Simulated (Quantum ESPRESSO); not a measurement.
**SiC (Moissanite 3C): zone-centre phonons**

Which modes does SiC (Moissanite 3C) have at the zone centre?

Main program and level: Quantum ESPRESSO 7.5; DFT LDA, scalar-relativistic, plane waves, PseudoDojo norm-conserving pseudopotentials.

The experiments to compare with:

“On melting of silicon carbide under pressure” (2012, arxiv:1210.3244) quotes from earlier work for SiC, 3C polytype (zincblende) (single crystals from silicon oxide and carbon black reaction at 2800 K, annealed in air): lattice constant a (a of cubic 3C-SiC starting crystals) 4.357 Å [Starting-material characterisation; no method, uncertainty or temperature given].

“Infrared properties of SiC particles” (1999, arxiv:astro-ph/9903031) quotes from earlier work for SiC, 3C (beta, cubic zinc blende) (literature average; scatter up to 0.2): ε∞ (high-frequency dielectric constant) 6.49 [average of published experimental values; polytype label garbled in the row, 3C inferred …].

“Non-Destructive Mechanical Characterization of Sic Fibers by Raman Spectroscopy” (2007, arxiv:cond-mat/0701342) reports for SiC, beta-SiC (3C, zinc blende), by micro-Raman backscattering, 514.5 nm (near-stoichiometric polycrystalline SiC fibers (Hi-S, SA, Sylramic; C/Si below 1.1), cross sections, 300 K): Raman mode (TO at Gamma (degenerate TO1/TO2), approximate peak position) about 796 cm⁻¹ [polymer-derived SiC fibers with excess carbon and stacking disorder; satellite line near …].

“Optical properties of silicon carbide for astrophysical applications I. New laboratory infrared reflectance spectra and optical constants” (2008, arxiv:0803.1210) reports for SiC, 3C (zinc blende), by FTIR reflectance, classical dispersion analysis (high-purity CVD 3C-SiC wafer, 292 K): infrared mode (TO at Gamma) about 797.5 cm⁻¹ [TO position from reflectance band and dispersion fit; imperfect surface polish].

Report form: the programs' logs are mostly left out.

### Step 1. Set-up

The structure is cubic, space group F-43m (No. 216). Conventional cell: a = 4.358 Å, b = 4.358 Å, c = 4.358 Å, α = 90.00°, β = 90.00°, γ = 90.00°. Nearest to Si lie 4 C at 1.89 Å. C has 4 Si at 1.89 Å nearest. Farther neighbours are not listed.

Structure file:

```cif
data_structure
_symmetry_space_group_name_H-M 'P 1'
_symmetry_Int_Tables_number 1
_cell_length_a 3.0816
_cell_length_b 3.0816
_cell_length_c 3.0816
_cell_angle_alpha 60.000
_cell_angle_beta 60.000
_cell_angle_gamma 60.000
_cell_volume 20.69
loop_
_atom_site_label
_atom_site_type_symbol
_atom_site_fract_x
_atom_site_fract_y
_atom_site_fract_z
_atom_site_occupancy
Si1 Si 0.00000 0.00000 0.00000 1
C2 C 0.25000 0.25000 0.25000 1
```

### Step 2. A probe with smearing

Before anything dear is run, a loose run with smearing shows whether this is a metal and how far the cell is from rest.

The input, probe.in:

```
&control
   calculation = 'scf'
   prefix = 'x'
   outdir = './tmp'
   pseudo_dir = './pseudo'
   tprnfor = .true.
   tstress = .true.
   verbosity = 'high'
/
&system
   ibrav = 0
   nat = 2
   ntyp = 2
   ecutwfc = 82.0
   occupations = 'smearing'
   smearing = 'gaussian'
   degauss = 0.01
/
&electrons
   conv_thr = 1.0d-07
   mixing_beta = 0.7
   electron_maxstep = 100
/
ATOMIC_SPECIES
 Si     28.0850  Si.upf
 C      12.0110  C.upf
CELL_PARAMETERS angstrom
     0.000000000    2.179000000    2.179000000
     2.179000000    0.000000000    2.179000000
     2.179000000    2.179000000    0.000000000
ATOMIC_POSITIONS crystal
 Si     0.000000000   0.000000000   0.000000000
 C      0.250000000   0.250000000   0.250000000
K_POINTS automatic
 8 8 8 0 0 0
```

Command:

```
$ OMP_NUM_THREADS=1 mpirun -n 4 pw.x -nk 4 -in probe.in > probe.out
```

Wall time 5.3 s (4 MPI ranks of Intel Xeon at 2.50GHz (Skylake/Cascade Lake), shared host).

Read from the output:

```yaml
volume_per_atom: 10.35 Å³
pressure: -4.99 GPa
gap_on_the_k_mesh: 1.327 eV
```

A gap of 1.3 eV opens on this mesh, so the crystal is taken as an insulator; the start stands at -5.0 GPa.

### Step 3. Relaxing the cell and atoms

The relaxation runs at a cutoff a fifth above that of the response, since stress converges more slowly with the basis than frequencies do. Forces and stress are brought to rest with tight thresholds.

The input, relax.in:

```
&control
   calculation = 'vc-relax'
   prefix = 'x'
   outdir = './tmp'
   pseudo_dir = './pseudo'
   tprnfor = .true.
   tstress = .true.
   forc_conv_thr = 2.0d-05
   etot_conv_thr = 1.0d-07
   nstep = 40
/
&system
   ibrav = 0
   nat = 2
   ntyp = 2
   ecutwfc = 98
   occupations = 'fixed'
   nbnd = 6
/
&electrons
   conv_thr = 1.0d-11
   mixing_beta = 0.7
   electron_maxstep = 100
/
&ions
/
&cell
   press_conv_thr = 0.2
/
ATOMIC_SPECIES
 Si     28.0850  Si.upf
 C      12.0110  C.upf
CELL_PARAMETERS angstrom
     0.000000000    2.179000000    2.179000000
     2.179000000    0.000000000    2.179000000
     2.179000000    2.179000000    0.000000000
ATOMIC_POSITIONS crystal
 Si     0.000000000   0.000000000   0.000000000
 C      0.250000000   0.250000000   0.250000000
K_POINTS automatic
 10 10 10 0 0 0
```

Command:

```
$ OMP_NUM_THREADS=1 mpirun -n 4 pw.x -nk 4 -in relax.in > relax.out
```

Run time: 61 s. Hardware: 4 MPI ranks.

Step by step:

| step | energy less that of the first step (eV) | largest force (eV/Å) | pressure (GPa) | volume (Å³) |
| --- | --- | --- | --- | --- |
| 1 | 0.0000 | 0.0000 | -4.89 | 20.69 |
| 2 | -0.0070 | 0.0000 | 0.61 | 20.18 |
| 3 | -0.0071 | 0.0000 | -0.02 | 20.24 |
| 4 | -0.0071 | 0.0000 | 0.00 | 20.23 |
| 5 | -0.0071 | 0.0000 | 0.00 | 20.23 |

| conventional cell, symmetrised | before | after | change |
| --- | --- | --- | --- |
| a (Å) | 4.358 | 4.326 | -0.7 % |
| b (Å) | 4.358 | 4.326 | -0.7 % |
| c (Å) | 4.358 | 4.326 | -0.7 % |
| volume (Å³/atom) | 10.35 | 10.12 | -2.2 % |

The relaxed structure:

```xyz
2
Lattice="0.0000 2.1628 2.1628 2.1628 0.0000 2.1628 2.1628 2.1628 0.0000" Properties=species:S:1:pos:R:3 pbc="T T T"
Si    0.0000    0.0000    0.0000
C     1.0814    1.0814    1.0814
```

The last row of the table of steps is pw.x's closing run on a basis chosen anew for the final cell, so its energy can jump.

This step gave:

```yaml
volume_per_atom: 10.12 Å³
pressure: 0.004 GPa
gap_on_the_k_mesh: 1.311 eV
```

The volume changes by -2.2 % from the cell with which this run began.

### Step 4. Ground state

Perturbation theory inherits every error of the wavefunctions, so the threshold is set near the limit of the arithmetic. With a gap, occupations are fixed, which also allows the response to an electric field.

The input, scf.in:

```
&control
   calculation = 'scf'
   prefix = 'x'
   outdir = './tmp'
   pseudo_dir = './pseudo'
   tprnfor = .true.
   tstress = .true.
/
&system
   ibrav = 0
   nat = 2
   ntyp = 2
   ecutwfc = 82.0
   occupations = 'fixed'
   nbnd = 6
/
&electrons
   conv_thr = 1.0d-12
   mixing_beta = 0.7
   electron_maxstep = 100
/
ATOMIC_SPECIES
 Si     28.0850  Si.upf
 C      12.0110  C.upf
CELL_PARAMETERS angstrom
     0.000000000    2.162793319    2.162793319
     2.162793319    0.000000000    2.162793319
     2.162793319    2.162793319    0.000000000
ATOMIC_POSITIONS crystal
 Si     0.000000000   0.000000000   0.000000000
 C      0.250000000   0.250000000   0.250000000
K_POINTS automatic
 10 10 10 0 0 0
```

Command:

```
$ OMP_NUM_THREADS=1 mpirun -n 4 pw.x -nk 4 -in scf.in > scf.out
```

Wall time 18 s (4 MPI ranks); 60 s of CPU time.

Numbers from this step:

- pressure: -0.06900 GPa
- gap on the k-mesh: 1.310 eV

The cell stands at -0.069 GPa, close enough for phonons.

### Step 5. Zone-centre response

At q = 0 one unit cell holds all displacements; symmetry groups them into irreducible representations that are solved one by one. The response to a field gives ε∞ and the Born charges, which polar modes need.

The input, ph.in:

```
phonons
&inputph
   prefix = 'x'
   outdir = './tmp'
   fildyn = 'g.dyn'
   tr2_ph = 1.0d-18
   epsil = .true.
/
0.000000000000 0.000000000000 0.000000000000
```

Command:

```
$ OMP_NUM_THREADS=1 mpirun -n 4 ph.x -nk 4 -in ph.in > ph.out
```

Elapsed: 89 s, on 4 MPI ranks.

This step gave:

```
miss of the charge sum rule                                       : 0.007370 e
largest acoustic frequency at the zone centre before the sum rule : 0.7 cm⁻¹
highest optical zone-centre mode (no LO-TO term)                  : 798.1 cm⁻¹
lowest optical zone-centre mode                                   : 798.1 cm⁻¹
mean high-frequency dielectric constant                           : 6.908
largest Born charge in size (third of the trace)                  : 2.728 e
```

Born charge (rows field, columns displacement), before the sum rule (e), principal values of the symmetric part by kind of site:

| atom | atoms with these values | low | middle | high | mean |
| --- | --- | --- | --- | --- | --- |
| Si1 | 1 | 2.72 | 2.72 | 2.72 | 2.72 |
| C2 | 1 | -2.73 | -2.73 | -2.73 | -2.73 |

In full for Si1:

```
2.72 0.00 0.00
0.00 2.72 0.00
0.00 0.00 2.72
```

High-frequency dielectric tensor:

```
6.91 0.00 0.00
0.00 6.91 0.00
0.00 0.00 6.91
```

The acoustic modes at Γ come out as far as 0.7 cm⁻¹ from zero, where they should vanish, a small numerical error; the Born charges miss their sum rule by 0.0074 e, which is good.

### Step 6. Modes with the sum rule

A rigid shift of the crystal must cost nothing, but grids and finite bases break this; the acoustic sum rule is imposed before the matrix is diagonalised again. With Born charges the intensities follow, and the static dielectric tensor.

The input, dynmat.in:

```
&input
   fildyn = 'g.dyn'
   asr = 'simple'
   fileig = 'dynmat.eig'
   lperm = .true.
/
```

Command:

```
$ dynmat.x -in dynmat.in > dynmat.out
```

It took 0.81 s on 1 thread.

This step gave:

- mean static dielectric constant: 10.27

Unit eigenvectors of the mass-weighted matrix after the sum rule; no LO-TO term. The modes at Γ (shares of kinetic energy by element, %):

| mode | frequency (cm⁻¹) | symmetry | Si % | C % |
| --- | --- | --- | --- | --- |
| 1 | 0.0 | acoustic | 70 | 30 |
| 2 | 0.0 | acoustic | 70 | 30 |
| 3 | 0.0 | acoustic | 70 | 30 |
| 4 | 798.1 | T2 | 30 | 70 |
| 5 | 798.1 | T2 | 30 | 70 |
| 6 | 798.1 | T2 | 30 | 70 |

Displacements in mode 6 (798.1 cm⁻¹), the largest set to 1:
```
Si1  0.00  0.00 -0.43
C2   0.00  0.00  1.00
```

Degenerate modes summed, no LO-TO term. Lines of the infrared spectrum (strongest = 100):

| position (cm⁻¹) | lines merged | label | IR intensity, relative |
| --- | --- | --- | --- |
| 798 | 3 | T2 | 100 |

Static dielectric tensor (ions relaxed, fixed cell):

```
10.27  0.00  0.00
 0.00 10.27  0.00
 0.00  0.00 10.27
```

The rule moves no optical mode by more than 0.1 cm⁻¹.

### Step 7. Modes along a direction of q (1 0 0)

A longitudinal polar mode sets up a macroscopic field that stiffens it; the term hangs on the direction from which q goes to zero.

The input, dynmat.in:

```
&input
   fildyn = 'g.dyn'
   asr = 'simple'
   fileig = 'dynmat.eig'
   q(1) = 1.0
   q(2) = 0.0
   q(3) = 0.0
/
```

Command:

```
$ dynmat.x -in dynmat.in > dynmat.out
```

It took 0.79 s on 1 thread.

Read from the output:

```yaml
highest_mode_moved_by_the_lo_to_term: 973.4 cm⁻¹
```

Zone-centre frequencies as printed; negative means imaginary. Modes:

| mode | frequency (cm⁻¹) |
| --- | --- |
| 1 | 0 |
| 2 | 0 |
| 3 | 0 |
| 4 | 798.1 |
| 5 | 798.1 |
| 6 | 973.4 |

The field moves one mode, from 798 to 973 cm⁻¹; the others stay.

### Step 8. Summary of results

```yaml
space_group_after_relaxation: F-43m
volume_per_atom: 10.1 Å³
gap_on_the_k_mesh: 1.31 eV
highest_optical_zone_centre_mode_no_lo_to_term: 798.1 cm⁻¹
highest_mode_moved_by_the_lo_to_term: 973.4 cm⁻¹
mean_high_frequency_dielectric_constant: 6.91
largest_born_charge_in_size_third_of_the_trace: 2.73 e
mean_static_dielectric_constant: 10.3
imaginary_optical_modes_at_the_zone_centre_no_q_mesh_in_this_session: none
```

In words: At the LDA level the optical modes of SiC (Moissanite 3C) at the zone centre (no LO-TO term) lie at 798 cm⁻¹. Along the directions run, the highest mode that the macroscopic field moves lies at 973 cm⁻¹. Lattice motion raises the mean dielectric constant from 6.908 to 10.27. The Lyddane-Sachs-Teller relation holds: (ωLO/ωTO)² is 1.49 and ε₀/ε∞ is 1.49. Left out of this account: PBE with PseudoDojo NC, since it is gradient-corrected and no frozen-mode check or second program bears its response out; PBEsol with PseudoDojo NC, since it is gradient-corrected and no frozen-mode check or second program bears its response out. What is said of the levels holds for those shown. These are harmonic frequencies at zero temperature: anharmonic shifts and linewidths and thermal expansion are left out.

Computed beside measured:

| quantity | measured | LDA PseudoDojo norm-conserving, Quantum ESPRESSO |
| --- | --- | --- |
| lattice constant a (Å) | 4.357 | 4.326 (-0.7 %) |
| ε∞ (mean of the tensor) | 6.49 | 6.91 (+6.4 %) |
| Raman mode, TO at Gamma (degenerate … (cm⁻¹) | 796 | 798 (+0.3 %) |
| infrared mode, TO at Gamma (cm⁻¹) | 797.5 | 798 (+0.1 %) |

Measured values from arxiv:1210.3244 (2012), arxiv:astro-ph/9903031 (1999), arxiv:cond-mat/0701342 (2007) and arxiv:0803.1210 (2008).

Verdict: The lattice constant a is off by -0.7 %: fair agreement. The ε∞ is off by +6.4 %: good agreement. The Raman mode is off by +0.3 %: good agreement. The infrared mode is off by +0.1 %: good agreement. The grades are ours: good and fair within 0.7 and 1.5 % for the lattice constant a, 7 and 18 % for the ε∞, 3 and 7 % for the Raman mode and 3 and 7 % for the infrared mode. Zero-point motion and thermal expansion (measured at up to 300 K) are not in the computed lattice constants, Raman mode and infrared mode.

[Host names and launcher messages were left out of these logs when they were recorded.]

[Logs are printed without paths, hosts, clocks, repeated set-up lines and the standing remarks that a program may print on its own settings, such as how far it seeks lower states.]

[Hosts, paths, dates, database ids (printed as entryN), source tags and the programs' standing remarks are cut or masked in the printed files.]
